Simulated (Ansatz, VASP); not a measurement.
**Two plane-wave programs on TaN**

```
Ta N
1.0
     3.44385    0.00000    0.00000
     0.00000    3.44385    0.00000
     0.00000    0.00000    5.04246
Ta N
2 2
Direct
  0.00000 0.00000 0.00000
  0.50000 0.50000 0.00000
  0.50000 0.00000 0.26700
  0.00000 0.50000 0.73300
```

The cell was built by a generator and needn't be a form met in nature.

Alike in both runs: task single point; functional PBE; k mesh 8 × 8 × 6; occupations fermi-dirac, width 0.05 eV; no spin polarisation.

|  | VASP | Ansatz |
| --- | --- | --- |
| version | VASP 6.6.1 | Ansatz 0.2.0 |
| potentials or method | VASP PAW PBE potentials, release 64 (Ta_pv, N) | Ansatz PAW |
| plane-wave cutoff (eV) | 520 | 420 |
| valence electrons in the cell | 32 | 36 |

|  | VASP | Ansatz | Ansatz less VASP |
| --- | --- | --- | --- |
| gap on the k mesh at the Fermi level (eV) | none | none | - |
| rms of the force components (eV/Å) | 1.336 | 1.369 | +0.0323 |

Atom by atom the forces differ by 0.032 eV/Å (rms over components). A gap of «none» marks a metal or a gap that the smearing closes. With one functional, cell and mesh, what is left measures potentials, basis and numerics. The two sets of potentials don't hold the same shells in valence.

Caveats: forces of over 1 eV/Å show positions far from the minimum, so gaps and moduli don't describe the material at rest. Spin-orbit coupling is left out, which matters for the levels of Ta.
